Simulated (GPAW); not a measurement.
# MnO (Fm-3m) in GPAW: equation of state

How stiff is MnO in PBEsol, and what volume does it want? The cell is scaled to several volumes.

Program: GPAW 26.7.0. These are calculated values, not measurements. Logs are shortened: lines on timing, memory, paths and dates and some standing lists are left out, and cuts for length are marked. The log counts tension as positive stress, the text compression.

### 1 The structure

It takes space group Fm-3m (No. 225, cubic). Conventional cell: a = 4.448 Å, b = 4.448 Å, c = 4.448 Å, α = 90.00°, β = 90.00°, γ = 90.00°. Mn (site symmetry m-3m) has 6 O at 2.22 Å as nearest neighbours. Around O (site symmetry m-3m) lie 6 Mn at 2.22 Å.

The cell is a database's computed one.

### 2 Equation of state, PBEsol, collinear spin, ferromagnetic start

Input file run.py:

```python
from ase import Atoms
from ase.eos import EquationOfState
from ase.io import Trajectory
from ase.units import GPa
from gpaw import GPAW, PW, setup_paths

setup_paths.insert(0, '.')

atoms = Atoms(['Mn', 'O'],
              cell=[[0.0, 2.2239077028, 2.2239077028],
                    [2.2239077028, 0.0, 2.2239077028],
                    [2.2239077028, 2.2239077028, 0.0]],
              scaled_positions=[[0.0, 0.0, 0.0],
                                [0.5, 0.5, 0.5]],
              pbc=True)
atoms.set_initial_magnetic_moments([4.0, 0.0])

traj = Trajectory('eos.traj', 'w')
volumes, energies = [], []
for x in [0.94, 0.96, 0.98, 1.0, 1.02, 1.04, 1.06]:
    a = atoms.copy()
    a.set_cell(atoms.cell * x**(1 / 3), scale_atoms=True)
    calc = GPAW(mode=PW(800),
                xc='PBEsol',
                kpts={'size': (10, 10, 10), 'gamma': True},
                occupations={'name': 'fermi-dirac', 'width': 0.05},
                nbands=21,
                convergence={'density': 1e-05, 'energy': 1e-05},
                maxiter=150,
                txt=f'eos-{x:.2f}.txt')
    a.calc = calc
    energies.append(a.get_potential_energy(force_consistent=True))
    volumes.append(a.get_volume())
    p = -a.get_stress()[:3].mean() / GPa
    calc.write(f'eos-{x:.2f}.gpw')
    traj.write(a)
    print(f'{x:.2f} {volumes[-1]:10.4f} A^3 {energies[-1]:14.6f} eV {p:9.3f} GPa', flush=True)

v0, e0, B = EquationOfState(volumes, energies, eos='birchmurnaghan').fit()
print(f'V0 = {v0:.4f} A^3, E0 = {e0:.6f} eV, B0 = {B / GPa:.2f} GPa')
```

Potentials or basis: PAW data sets generated in the run's folder for this functional, pw.

Run with:

```
gpaw-setup -f PBEsol Mn O
OMP_NUM_THREADS=1 python run.py
```

Output:

```text
__  _  _
 | _ |_)|_||  |
 |__||  | ||/\| - 26.7.0

Input parameters:
  mode=PW(ecut=800.0),
  convergence={'density': 1e-05, 'energy': 1e-05},
  kpts=MonkhorstPack(size=(10, 10, 10), gamma=True),
  maxiter=150,
  nbands=21,
  occupations=Occupations(name='fermi-dirac', width=0.05),
  xc=XC(name='PBEsol')

Diagonalizing LCAO Hamiltonian
Converting LCAO to pw mode

              O

       Mn

Atoms  # Å, Bohr magnetons
|   | symbol |        x |        y |        z |    initial magnetic moments |
|---|--------|----------|----------|----------|-----------------------------|
| 0 |     Mn | 0.000000 | 0.000000 | 0.000000 | ( 0.0000,  0.0000,  4.0000) |
| 1 |      O | 2.193851 | 2.193851 | 2.193851 | ( 0.0000,  0.0000,  0.0000) |

Unit cell  # Å
| periodic |        x |        y |        z |  lengths |    angles |
|----------|----------|----------|----------|----------|-----------|
|      yes | 0.000000 | 2.193851 | 2.193851 | 3.102574 | 60.000000 |
|      yes | 2.193851 | 0.000000 | 2.193851 | 3.102574 | 60.000000 |
|      yes | 2.193851 | 2.193851 | 0.000000 | 3.102574 | 60.000000 |

Number of symmetries: 48
Symmetry operations  # r_c * U_cc + t_c -> r_c
|    | kind |            matrix            |
|----|------|------------------------------|
|  0 |  σ   |  1, 0, 0,  1, 0,-1,  1,-1, 0 |
|  1 |  C2  |  1, 0, 0,  1,-1, 0,  1, 0,-1 |
|  2 |  E   |  1, 0, 0,  0, 1, 0,  0, 0, 1 |
|  3 |  σ   |  1, 0, 0,  0, 0, 1,  0, 1, 0 |
|  4 |  C4  |  1, 0,-1,  1, 0, 0,  1,-1, 0 |
|  5 |  S6  |  1, 0,-1,  1,-1, 0,  1, 0, 0 |
|  6 |  σ   |  1, 0,-1,  0, 1,-1,  0, 0,-1 |
|  7 |  C3  |  1, 0,-1,  0, 0,-1,  0, 1,-1 |
|  8 |  S6  |  1,-1, 0,  1, 0, 0,  1, 0,-1 |
|  9 |  C4  |  1,-1, 0,  1, 0,-1,  1, 0, 0 |
| 10 |  C3  |  1,-1, 0,  0,-1, 1,  0,-1, 0 |
| 11 |  σ   |  1,-1, 0,  0,-1, 0,  0,-1, 1 |
| 12 |  σ   |  0, 1, 0,  1, 0, 0,  0, 0, 1 |
| 13 |  C4  |  0, 1, 0,  0, 1,-1, -1, 1, 0 |
| 14 |  C3  |  0, 1, 0,  0, 0, 1,  1, 0, 0 |
| 15 |  S6  |  0, 1, 0, -1, 1, 0,  0, 1,-1 |
| 16 |  C2  |  0, 1,-1,  1, 0,-1,  0, 0,-1 |
| 17 |  σ   |  0, 1,-1,  0, 1, 0, -1, 1, 0 |
| 18 |  S4  |  0, 1,-1,  0, 0,-1,  1, 0,-1 |
| 19 |  C4  |  0, 1,-1, -1, 1, 0,  0, 1, 0 |
| 20 |  C3  |  0, 0, 1,  1, 0, 0,  0, 1, 0 |
| 21 |  σ   |  0, 0, 1,  0, 1, 0,  1, 0, 0 |
| 22 |  S6  |  0, 0, 1,  0,-1, 1, -1, 0, 1 |
| 23 |  C4  |  0, 0, 1, -1, 0, 1,  0,-1, 1 |
| 24 |  S4  |  0, 0,-1,  1, 0,-1,  0, 1,-1 |
| 25 |  C3  |  0, 0,-1,  0, 1,-1,  1, 0,-1 |
| 26 |  C2  |  0, 0,-1,  0,-1, 0, -1, 0, 0 |
| 27 |  S6  |  0, 0,-1, -1, 0, 0,  0,-1, 0 |
| 28 |  S4  |  0,-1, 1,  1,-1, 0,  0,-1, 0 |
| 29 |  C4  |  0,-1, 1,  0, 0, 1, -1, 0, 1 |
| 30 |  C2  |  0,-1, 1,  0,-1, 0,  1,-1, 0 |
| 31 |  σ   |  0,-1, 1, -1, 0, 1,  0, 0, 1 |
| 32 |  C3  |  0,-1, 0,  1,-1, 0,  0,-1, 1 |
| 33 |  S6  |  0,-1, 0,  0, 0,-1, -1, 0, 0 |
| 34 |  S4  |  0,-1, 0,  0,-1, 1,  1,-1, 0 |
| 35 |  C2  |  0,-1, 0, -1, 0, 0,  0, 0,-1 |
| 36 |  C2  | -1, 1, 0,  0, 1, 0,  0, 1,-1 |
| 37 |  S6  | -1, 1, 0,  0, 1,-1,  0, 1, 0 |
| 38 |  S4  | -1, 1, 0, -1, 0, 1, -1, 0, 0 |
| 39 |  C3  | -1, 1, 0, -1, 0, 0, -1, 0, 1 |
| 40 |  S6  | -1, 0, 1,  0, 0, 1,  0,-1, 1 |
| 41 |  C2  | -1, 0, 1,  0,-1, 1,  0, 0, 1 |
| 42 |  C3  | -1, 0, 1, -1, 1, 0, -1, 0, 0 |
| 43 |  S4  | -1, 0, 1, -1, 0, 0, -1, 1, 0 |
| 44 |  C2  | -1, 0, 0,  0, 0,-1,  0,-1, 0 |
| 45 |  i   | -1, 0, 0,  0,-1, 0,  0, 0,-1 |
| 46 |  σ   | -1, 0, 0, -1, 1, 0, -1, 0, 1 |
| 47 |  C2  | -1, 0, 0, -1, 0, 1, -1, 1, 0 |

BZ-sampling:
  Number of BZ points: 1000
  Number of IBZ points: 47

  Monkhorst-Pack size: [10, 10, 10]
  Monkhorst-Pack shift: [0.05, 0.05, 0.05]

K-points  # in reciprocal-cell coordinates
|     |                                coordinates |     weight |
|-----|--------------------------------------------|------------|
|   0 | (  0.00000000,   0.00000000,   0.00000000) | 0.00100000 |
|   1 | (  0.10000000,   0.10000000,   0.00000000) | 0.00600000 |
|   2 | (  0.10000000,   0.10000000,   0.10000000) | 0.00800000 |
|   3 | (  0.20000000,   0.10000000,   0.10000000) | 0.01200000 |
|   4 | (  0.20000000,   0.20000000,   0.00000000) | 0.00600000 |
|   5 | (  0.20000000,   0.20000000,   0.10000000) | 0.02400000 |
|   6 | (  0.20000000,   0.20000000,   0.20000000) | 0.00800000 |
|   7 | (  0.30000000,   0.20000000,   0.10000000) | 0.02400000 |
|   8 | (  0.30000000,   0.20000000,   0.20000000) | 0.02400000 |
|   9 | (  0.30000000,   0.30000000,   0.00000000) | 0.00600000 |
| ... |                                            |            |
|  46 | (  0.50000000,   0.50000000,   0.50000000) | 0.00400000 |

Plane wave coefficients: 1106
Cutoff: 800.0 eV

Spin-components: 2 (collinear spins)
Bands:           21
Projectors:      11
Spin-degeneracy: 1
Datatype:        complex128

Parallelization:
  kpt:    1
  domain: 1
  band:   1

Density:
  Valence electrons: 21.0
  Components: 2
  Grid points: [21 21 21]
  Charge: 0.0  # |e|

Potential:
  Grid points: [21 21 21]

species:
  Mn:
    name:    Manganese
    Z:       25.0
    valence: 15
    core:    10
    charge:  0.0  # [|e|]
    compensation charges:
      type: gauss
      rc: 0.38  # [Å]
      lmax: 2
    cutoffs:
      filter: 2.14  # [Å]
      core: 0.86  # [Å]
    projectors
    | kind |    occ | energy [eV] | rcut [Å] |
    |------|--------|-------------|----------|
    |   3s |  2.000 |     -85.624 |    1.275 |
    |   4s |  2.000 |      -5.124 |    1.275 |
    |   3p |  6.000 |     -54.486 |    1.281 |
    |   4p |  0.000 |      -1.348 |    1.281 |
    |   3d |  5.000 |      -6.794 |    1.138 |
    |    d |        |      20.417 |    1.138 |

    Using partial waves for Mn as LCAO basis

  O:
    name:    Oxygen
    Z:       8.0
    valence: 6
    core:    2
    charge:  0.0  # [|e|]
    compensation charges:
      type: gauss
      rc: 0.21  # [Å]
      lmax: 2
    cutoffs:
      filter: 1.17  # [Å]
      core: 0.83  # [Å]
    projectors
    | kind |    occ | energy [eV] | rcut [Å] |
    |------|--------|-------------|----------|
    |   2s |  2.000 |     -23.808 |    0.688 |
    |   2p |  4.000 |      -8.972 |    0.598 |
    |    s |        |       3.404 |    0.688 |
    |    p |        |      18.239 |    0.598 |
    |    d |        |       0.000 |    0.619 |

    Using partial waves for O as LCAO basis

Reference energy: -33517.279615  # eV

eigensolver:
  PPCG
  Converge bands: occupied
  niter=2

density mixing:
  MSR1-Mixer
  Pratt-step length: 0.05
  Maximum mixing coefficient: 0.75
  Old densities: 10
  SVD Regularization: 0.005
  Good broyden scale: 1.0
  Trust region scale: 1.0
  Backstep threshold: 4.0
  History deletion threshold: 6.0
  Fourier metric: weight=20.0, sigma=0.015

occupation numbers:
  Fermi-Dirac:
    width: 0.0500  # eV

poisson solver:
  ecut: 6400.0  # eV

xc functional:
  name: PBEsol with 2 nearest neighbor stencil

convergence criteria:
- Maximum integral of absolute [dens]ity change: 1e-05 electrons / valence electron
- Maximum [total energy] change in last 3 cyles: 1e-05 eV / valence electron
- Maximum integral of absolute [eigenst]ate change: 4e-08 eV^2 / valence electron
maximum number of iterations: 150

SCF iterations
|iter     | |      energy | eigst |  dens |  magmom |
|---------|-|-------------|-------|-------|---------|
|iter:   1| |  -18.581879 | +0.18 |       |  +4.0031|
|iter:   2| |  -18.384839 | -2.08 | -0.97 |  +4.0337|
|iter:   3| |  -17.970568 | -2.20 | -1.02 |  +4.2603|
|iter:   4| |  -17.987747 | -3.76 | -1.53 |  +4.3603|
|iter:   5| |  -17.994801 | -3.41 | -1.83 |  +4.4594|
|iter:   6| |  -17.995523 | -4.61 | -2.24 |  +4.5101|
|iter:   7| |  -17.995706 | -4.70 | -2.67 |  +4.5471|
|iter:   8| |  -17.995707c| -6.62 | -3.45 |  +4.5523|
|iter:   9| |  -17.995708c| -7.80c| -4.02 |  +4.5524|
|iter:  10| |  -17.995708c| -9.04c| -5.20c|  +4.5524|

Converged in 10 steps
Energy contributions relative to reference atoms: (reference = -33517.279615)

Energy contributions:
  Kinetic:          20.848569
  Coulomb:         -18.145417
  Zero:              0.313013
  External:          0.000000
  Xc:              -21.006727
  Entropy:          -0.010294
  Spinorbit:         0.000000
  ----------------------------
  Free energy:     -18.000855
  Extrapolated:    -17.995708

dipole moment: (-9.650534, -9.650534, -9.650534)  # |e|*Ang

Total magnetic moment: (0.000000, 0.000000, 4.552397)

Local magnetic moments
|        x |        y |        z |
|----------|----------|----------|
| 0.000000 | 0.000000 | 4.070948 |  # Mn   0
| 0.000000 | 0.000000 | 0.151173 |  # O    1

Fermi level: 8.646
Eigenvalues  # (at kpt = [0.000, 0.000, 0.000])
| band index |      eig [eV] | occ [0-1] |      eig [eV] | occ [0-1] |
|------------|---------------|-----------|---------------|-----------|
|          0 |       -72.600 |     1.000 |       -68.067 |     1.000 |
|        ... |               |           |               |           |
|          3 |       -41.508 |     1.000 |       -37.063 |     1.000 |
|          4 |       -12.054 |     1.000 |       -11.606 |     1.000 |
|          5 |         4.506 |     1.000 |         4.897 |     1.000 |
|          6 |         4.506 |     1.000 |         4.897 |     1.000 |
|          7 |         4.506 |     1.000 |         4.897 |     1.000 |
|          8 |         5.371 |     1.000 |         9.104 |     0.000 |
[... 8 lines left out ...]
|         17 |        25.002 |     0.000 |        26.588 |     0.000 |
|         18 |        28.763 |     0.000 |        30.986 |     0.000 |
|        ... |               |           |               |           |
|         20 |        28.763 |     0.000 |        30.986 |     0.000 |

No gap
No difference between direct/indirect transitions

Stress tensor  # eV/Ang^3
|        x |         y |         z |
|----------|-----------|-----------|
| 0.016012 |  0.000000 |  0.000000 |
| 0.000000 |  0.016012 | -0.000000 |
| 0.000000 | -0.000000 |  0.016012 |

# Writing to eos-0.96.gpw (mode='')
```

Wall time 6.7 min (1 thread of Arm Neoverse V1, shared host); peak memory 0.35 GiB.

What came out:

* Equilibrium volume: 10.23 Å³/atom (rough: see the caveat)
* Bulk modulus: 68 GPa (rough)

Energy against volume, from the lowest point:
```csv
volume (Å³/atom),energy (meV/atom)
10.339,0.00
10.559,1.86
10.779,6.55
10.999,13.60
11.219,22.60
11.439,34.35
11.659,48.95
```

Caveat: the fit is doubtful: noisy points or a state that changes with volume; the minimum lies outside the volumes run.
